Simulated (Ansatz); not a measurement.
# MgB2 (P6/mmm) in Ansatz: notebook

The runs below take MgB2 through single point, equation of state, with r2SCAN.

Program: Ansatz 0.2.0. These are calculated values, not measurements. Logs are shortened: lines on timing, memory, paths and dates and some standing lists are left out, and cuts for length are marked.

### Step 1. The crystal as given

It takes space group P6/mmm (No. 191, hexagonal). Conventional cell: a = 3.085 Å, b = 3.085 Å, c = 3.523 Å, α = 90.00°, β = 90.00°, γ = 120.00°. Mg (site symmetry 6/mmm) has 12 B at 2.51 Å as nearest neighbours. B (site symmetry -6m2) has 3 B at 1.78 Å as nearest neighbours.

### Step 2. Single point, r2SCAN, 9.10 Å³/atom (volume scaled by 0.94)

input.yaml

```yaml
crystal:
  lattice:
    - [3.0220231454, 0.0, 0.0]
    - [-1.5110115727, 2.6171488148, 0.0]
    - [0.0, 0.0, 3.451081861]
  atoms:
    - { symbol: Mg, position: [0.0, 0.0, 0.0] }
    - { symbol: B, position: [0.6666666667, 0.3333333333, 0.5] }
    - { symbol: B, position: [0.3333333333, 0.6666666667, 0.5] }
hamiltonian:
  xc: r2scan
  pseudopotentials: { kind: paw }
kpoints:
  mp_grid: { grid: [10, 10, 8] }
scf:
  occupations: { method: fermi_dirac, width: 0.05 }
output:
  forces: true
  stress: true
  eigenvalues: true
```

Potentials or basis: Ansatz PAW.

Command:

```sh
> ansatz run input.yaml --threads 2 --pin off --max-ram 5632MiB --backend cpu --events-out ev --progress --plain --runs-dir out
```

Log:

```text
Warning: RAYON_NUM_THREADS=2 ignored (pool sized by the plan → 2); use --threads N
Engine: ansatz 0.2.0, x86_64-unknown-linux-gnu
Pseudopotentials: kind: paw
Pseudopotential: Mg, paw, valence charge 10, recommended cutoff 500 eV (meta_gga), Mg.paw.azcp
Pseudopotential: B, paw, valence charge 3, recommended cutoff 500 eV (meta_gga), B.paw.azcp
Functional definition: r2SCAN
  parameter k0 = 0.174
  parameter k1 = 0.065
  parameter a1 = 4.9479
  exchange = r2scan_x(k0 = k0, k1 = k1, a1 = a1)
  correlation = r2scan_c
Crystal: 3 atoms, lattice volume = 27.295 Å³
Basis set: ecut = 500 eV, 709 PW (Γ), exchange–correlation on 96×96×108 points (64 copies of the dense FFT grid, shifted against one another)
Bands: 12, of which v1, the nominal top of the filled ones, is band 8 counted from 1 (7 counted from 0)
Symmetry: 24 space group operations
Space group: P6/mmm (ITA 191), of the structure as read, at distance tolerance 3.0e-5 Å
k-points: 70 of 800
Non-local potential: Mg, projectors of the file, l = 0: 3, l = 1: 2, l = 2: 1
Non-local potential: B, projectors of the file, l = 0: 2, l = 1: 2, l = 2: 1
PAW form: soft (Blöchl's): semilocal exchange-correlation on the pseudo side does not see the compensation charge
PAW frozen core: Mg, regenerated for the run's functional (the file was generated under x = pbe(κ = 0.804, μ = 0.2195149727645171), c = pbe(β = 0.06672455060314922))
PAW frozen core: B, regenerated for the run's functional (the file was generated under x = pbe(κ = 0.804, μ = 0.2195149727645171), c = pbe(β = 0.06672455060314922))
PAW one-centre angular grid: Mg, 302 points (default); XC on 224 Gauss nodes
PAW one-centre angular grid: B, 302 points (default); XC on 160 Gauss nodes
Initial density: superposition of atomic densities (neutral atoms: chi_scale 0, normalization atom), corrected by the library's trained network
Initial wavefunctions: pseudopotential atomic-orbital guess
Functional: x = r2scan, c = r2scan; τ floored in thin density (d = 2e-4 eV/Å³)
SCF iter   1: F=—  HF=-2239.959734 eV  |F-HF|=—  |Δ(HF+E_count)|=         —  Δρ=7.49e-3  dr2=5.61e-3  dr2_τ=2.53e-1  ethr=1.77e-3  ⟨swp⟩=5.6  Hψ=4930  notcnv=0
preconditioner: auto → none  [metal: Δε(μ)=0.098 eV  Ē_g=12.454 eV  σ=0.050 eV  W_gap=0.38  n_scr=8 (ndim 8)  ℏωp=20.1 eV  f_vac=0.000  D(μ)=0.72/eV (n_scr^D=2)  sad-step TF]
SCF iter   2: F=—  HF=-2240.026498 eV  |F-HF|=—  |Δ(HF+E_count)|=   6.68e-2  Δρ=4.25e-3  dr2=2.99e-3  dr2_τ=5.32e-5  ethr=3.51e-5  ⟨swp⟩=2.0  Hψ=2241  notcnv=0
SCF iter   3: F=—  HF=-2240.027221 eV  |F-HF|=—  |Δ(HF+E_count)|=   7.23e-4  Δρ=1.13e-3  dr2=2.53e-4  dr2_τ=1.03e-5  ethr=1.87e-5  ⟨swp⟩=2.3  Hψ=1385  notcnv=0
SCF iter   4: F=—  HF=-2240.027216 eV  |F-HF|=—  |Δ(HF+E_count)|=   4.70e-6  Δρ=2.37e-4  dr2=1.05e-5  dr2_τ=9.82e-7  ethr=1.58e-6  ⟨swp⟩=2.2  Hψ=1106  notcnv=0
SCF iter   5: F=—  HF=-2240.027220 eV  |F-HF|=—  |Δ(HF+E_count)|=   4.17e-6  Δρ=4.21e-5  dr2=2.38e-7  dr2_τ=1.96e-8  ethr=6.58e-8  ⟨swp⟩=2.3  Hψ=1084  notcnv=0
SCF iter   6: F=-2240.027221 eV  HF=-2240.027221 eV  |F-HF|=4.74e-9  |Δ(HF+E_count)|=   3.57e-7  Δρ=6.12e-6  dr2=1.47e-8  dr2_τ=1.35e-10  ethr=6.25e-10  ⟨swp⟩=5.1  Hψ=3843  notcnv=0
SCF 1 converged in 6 iterations: F = -2240.027221 eV  dr2 = 1.47e-8
SCF converged after 6 iterations
Free energy (F): -2240.027221 eV
Harris-Foulkes:  -2240.027221 eV  (|F-HF|=4.74e-9)
Internal energy: -2240.021123 eV  (E = F + TS)
E sigma→0 (E₀):  -2240.024172 eV
Entropy (-TS):   -0.006098 eV (-2.033 meV/atom)
Fermi energy:    9.980103 eV
--- Per-component energies (eV) ---
  E_band       = -299.301395
  E_kinetic    = 176.529759
  E_local      = -1494.051039  (includes V_loc(G=0)·N_el)
  E_nonlocal   = 118.186155
  E_hartree    = 532.749310
  E_xc         = -91.852242
  E_vxc        = -124.469866  (∫ρ·V_xc dr)
  E_paw        = -455.718327  (= ΣΔE_a)
  E_vpaw       = -47.519317  (= ΣTr[D̂ρ^β])
  E_aug_tail   = -0.000005  (compensation charges beyond the density's cutoff)
  E_vtau       = 6.523205  (kinetic-family band-sum trace: ∫τ·v_τ [+ j·A + Jᵃ·Aᵃ] dr)
  E_ewald      = -1025.801641
  E_core_change = -0.063092  (= ΣΔE_core)
  E_smearing   = -0.006098  (= −TS)
  E_closure    = -0.000000  (closes the sum)
  Σ components = -2240.027221   (vs F -2240.027221, Δ=0.00e0)
--- Forces (eV/Å), atoms counted from 1 ---
  atom   1  Mg    -0.00000000    -0.00000000     0.00000000
  atom   2  B      0.00000000    -0.00000000     0.00000000
  atom   3  B      0.00000000     0.00000000     0.00000000
  max |Σ_I F_I| component: 5.55e-17 eV/Å
--- Stress (GPa, compression-positive) ---
        9.460484       0.000000       0.000000
       -0.000000       9.460484       0.000000
        0.000000       0.000000       5.820013
  P = ⅓ Tr σ = 8.2470 GPa (82.470 kbar)
--- Band table (eV; the first three rows and the last of 70) ---
  k-point 0: bands = ["-68.1341", "-33.2329", "-33.2329", "-33.2191", "-3.6743", "6.6817", "10.3715", "10.3715", "12.0702", "16.8471", "16.8471", "19.0922"]
  k-point 1: bands = ["-68.1341", "-33.2328", "-33.2328", "-33.2206", "-3.5279", "5.6715", "10.4298", "10.4298", "13.4382", "16.8850", "16.8850", "19.0637"]
  k-point 2: bands = ["-68.1340", "-33.2325", "-33.2325", "-33.2241", "-3.1193", "3.9409", "10.5765", "10.5765", "16.2393", "16.9803", "16.9803", "18.9954"]
  k-point 69: bands = ["-68.1289", "-33.2710", "-33.2615", "-33.2190", "2.1728", "3.5074", "4.5846", "6.9644", "8.4861", "14.6667", "22.0159", "22.5408"]
```

Run time: 1.6 s. Hardware: 2 threads of Intel Xeon Platinum 8375C at 2.90GHz (Ice Lake), shared host; peak memory 0.43 GiB.

Results:

* Free energy: -2240.0272 eV
* Pressure: 8.2 GPa
* Band gap on the k mesh: none (metal or under the smearing width)

Caveat: the PAW data sets come from PBE, with cores solved anew for the run's functional, which leaves a small shift of forces and pressure.

### Step 3. Single point, r2SCAN, 9.29 Å³/atom (volume scaled by 0.96)

Changes to input.yaml since step 2:

```diff
@@ -2,5 +2,5 @@
   lattice:
-    - [3.0220231454, 0.0, 0.0]
-    - [-1.5110115727, 2.6171488148, 0.0]
-    - [0.0, 0.0, 3.451081861]
+    - [3.0433056997, 0.0, 0.0]
+    - [-1.5216528499, 2.6355800475, 0.0]
+    - [0.0, 0.0, 3.4753860551]
   atoms:
@@ -20 +20,5 @@
   eigenvalues: true
+  write_density: true
+  write_potential: true
+  elf: true
+  volumetric_format: npy
```

Potentials or basis: Ansatz PAW.

Command:

```sh
> ansatz run input.yaml --threads 2 --pin off --max-ram 5632MiB --backend cpu --events-out ev --progress --plain --runs-dir out
```

It took 2 s on 2 threads of Intel Xeon Platinum 8375C at 2.90GHz (Ice Lake), shared host; peak memory 0.44 GiB.

The run converged. Its results:

| Property | Result |
| --- | --- |
| Free energy | -2240.0502 eV |
| Pressure | 4.5 GPa |
| Band gap on the k mesh | none (metal or under the smearing width) |

Caveat: the PAW data sets come from PBE, with cores solved anew for the run's functional, which leaves a small shift of forces and pressure.

### Step 4. Single point, r2SCAN, 9.49 Å³/atom (volume scaled by 0.98)

Changes to input.yaml since step 3:

```diff
@@ -2,5 +2,5 @@
   lattice:
-    - [3.0433056997, 0.0, 0.0]
-    - [-1.5216528499, 2.6355800475, 0.0]
-    - [0.0, 0.0, 3.4753860551]
+    - [3.0642946782, 0.0, 0.0]
+    - [-1.5321473391, 2.653757036, 0.0]
+    - [0.0, 0.0, 3.4993549923]
   atoms:
@@ -20,5 +20 @@
   eigenvalues: true
-  write_density: true
-  write_potential: true
-  elf: true
-  volumetric_format: npy
```

Command:

```sh
> ansatz run input.yaml --threads 2 --pin off --max-ram 5632MiB --backend cpu --events-out ev --progress --plain --runs-dir out
```

Wall time 1.6 s (2 threads of Intel Xeon Platinum 8375C at 2.90GHz (Ice Lake), shared host); peak memory 0.43 GiB.

The run converged. Its results:

| Item | Value |
| --- | --- |
| Free energy | -2240.0601 eV |
| Pressure | 1.0 GPa |
| Band gap on the k mesh | none (metal or under the smearing width) |

Caveat: the PAW data sets come from PBE, with cores solved anew for the run's functional, which leaves a small shift of forces and pressure.

### Step 5. Single point, r2SCAN, 9.68 Å³/atom

Changes to input.yaml since step 4:

```diff
@@ -2,5 +2,5 @@
   lattice:
-    - [3.0642946782, 0.0, 0.0]
-    - [-1.5321473391, 2.653757036, 0.0]
-    - [0.0, 0.0, 3.4993549923]
+    - [3.085, 0.0, 0.0]
+    - [-1.5425, 2.6716883707, 0.0]
+    - [0.0, 0.0, 3.523]
   atoms:
```

Command:

```sh
> ansatz run input.yaml --threads 2 --pin off --max-ram 5632MiB --backend cpu --events-out ev --progress --plain --runs-dir out
```

Run time: 1.6 s. Hardware: 2 threads of Intel Xeon Platinum 8375C at 2.90GHz (Ice Lake), shared host; peak memory 0.43 GiB.

The run converged. Its results:

```
Free energy            : -2240.0580 eV
Pressure               : -2.1 GPa
Band gap on the k mesh : none (metal or under the smearing width)
```

Caveat: the PAW data sets come from PBE, with cores solved anew for the run's functional, which leaves a small shift of forces and pressure.

### Step 6. Single point, r2SCAN, 9.87 Å³/atom (volume scaled by 1.02)

Changes to input.yaml since step 5:

```diff
@@ -2,5 +2,5 @@
   lattice:
-    - [3.085, 0.0, 0.0]
-    - [-1.5425, 2.6716883707, 0.0]
-    - [0.0, 0.0, 3.523]
+    - [3.105431059, 0.0, 0.0]
+    - [-1.5527155295, 2.6893821868, 0.0]
+    - [0.0, 0.0, 3.5463318058]
   atoms:
```

Potentials or basis: Ansatz PAW.

Command:

```sh
> ansatz run input.yaml --threads 2 --pin off --max-ram 5632MiB --backend cpu --events-out ev --progress --plain --runs-dir out
```

Run time: 1.6 s. Hardware: 2 threads of Intel Xeon Platinum 8375C at 2.90GHz (Ice Lake), shared host; peak memory 0.42 GiB.

Results (log left out):

- Free energy: -2240.0452 eV
- Pressure: -5.0 GPa
- Band gap on the k mesh: none (metal or under the smearing width)

Caveat: the PAW data sets come from PBE, with cores solved anew for the run's functional, which leaves a small shift of forces and pressure.

### Step 7. Single point, r2SCAN, 10.07 Å³/atom (volume scaled by 1.04)

Changes to input.yaml since step 6:

```diff
@@ -2,5 +2,5 @@
   lattice:
-    - [3.105431059, 0.0, 0.0]
-    - [-1.5527155295, 2.6893821868, 0.0]
-    - [0.0, 0.0, 3.5463318058]
+    - [3.1255967608, 0.0, 0.0]
+    - [-1.5627983804, 2.7068461969, 0.0]
+    - [0.0, 0.0, 3.5693605797]
   atoms:
```

Command:

```sh
> ansatz run input.yaml --threads 2 --pin off --max-ram 5632MiB --backend cpu --events-out ev --progress --plain --runs-dir out
```

Wall time 1.6 s (2 threads of Intel Xeon Platinum 8375C at 2.90GHz (Ice Lake), shared host); peak memory 0.43 GiB.

Results (log left out):

* Free energy: -2240.0225 eV
* Pressure: -7.6 GPa
* Band gap on the k mesh: none (metal or under the smearing width)

Caveat: the PAW data sets come from PBE, with cores solved anew for the run's functional, which leaves a small shift of forces and pressure.

### Step 8. Single point, r2SCAN, 10.26 Å³/atom (volume scaled by 1.06)

Changes to input.yaml since step 7:

```diff
@@ -2,5 +2,5 @@
   lattice:
-    - [3.1255967608, 0.0, 0.0]
-    - [-1.5627983804, 2.7068461969, 0.0]
-    - [0.0, 0.0, 3.5693605797]
+    - [3.1455055572, 0.0, 0.0]
+    - [-1.5727527786, 2.7240877203, 0.0]
+    - [0.0, 0.0, 3.5920959734]
   atoms:
```

Command:

```sh
> ansatz run input.yaml --threads 2 --pin off --max-ram 5632MiB --backend cpu --events-out ev --progress --plain --runs-dir out
```

Run time: 1.5 s. Hardware: 2 threads of Intel Xeon Platinum 8375C at 2.90GHz (Ice Lake), shared host; peak memory 0.43 GiB.

The run converged. Its results:

- Free energy: -2239.9907 eV
- Pressure: -9.9 GPa
- Band gap on the k mesh: none (metal or under the smearing width)

Caveat: the PAW data sets come from PBE, with cores solved anew for the run's functional, which leaves a small shift of forces and pressure.

### Step 9. Equation of state, r2SCAN

Potentials or basis: Ansatz PAW.

No new run: the results of the series are fitted here.

Results:

```yaml
Equilibrium_volume: 9.55 Å³/atom
Bulk_modulus_at_fixed_shape_and_positions: 157 GPa
Pressure_derivative_of_the_bulk_modulus: 3.6
```

Energy against volume, from the lowest point:
| volume (Å³/atom) | energy (meV/atom) |
| --- | --- |
| 9.098 | 10.94 |
| 9.292 | 3.30 |
| 9.485 | 0.00 |
| 9.679 | 0.67 |
| 9.873 | 4.95 |
| 10.066 | 12.53 |
| 10.260 | 23.11 |

Caveat: the cell was scaled at fixed shape and fractional positions, which overstates the stiffness of a crystal with free parameters, most of all of layers and chains; the PAW data sets were made with another functional, which shifts forces and pressure a little.
